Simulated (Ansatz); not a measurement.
Sb:

```xyz
1
Lattice="0.0000 2.3712 2.3712 2.3712 0.0000 2.3712 2.3712 2.3712 0.0000" Properties=species:S:1:pos:R:3 pbc="T T T"
Sb    0.0000    0.0000    0.0000
```

This isn't the form of Sb at room conditions, which is rhombohedral.

- Program: Ansatz 0.2.0
- Task: relaxation of cell and atoms
- Functional: revPBE
- Potentials or basis: Ansatz PAW
- Cutoff: 420 eV (not typed: the program's choice for these potentials)
- k mesh: 10 × 10 × 10
- Occupations: fermi-dirac, width 0.05 eV
- Spin: no spin polarisation

At the start: volume 26.67 Å³/atom.

Q: How do energy, volume and symmetry change on relaxing?

A: It ends after 4 steps and the volume is 27.96 Å³/atom (+4.8 %); space group Fm-3m (No. 225, to 0.05 Å).

Step by step:
```csv
step,energy change (eV),largest force (eV/Å),volume (Å³)
1,0.0000,0.0000,26.67
2,-0.0095,0.0000,28.34
3,-0.0106,0.0000,27.96
4,-0.0108,0.0000,27.96
```

Final structure:
```xyz
1
Lattice="0.0000 2.4089 2.4089 2.4089 0.0000 2.4089 2.4089 2.4089 0.0000" Properties=species:S:1:pos:R:3 pbc="T T T"
Sb    0.0000    0.0000    0.0000
```

Caveat: the plane-wave basis is chosen anew once the cell has moved, so the energies of steps on either side of that aren't comparable; the PAW data sets come from PBE, with cores solved anew for the run's functional, which leaves a small shift of forces and pressure.
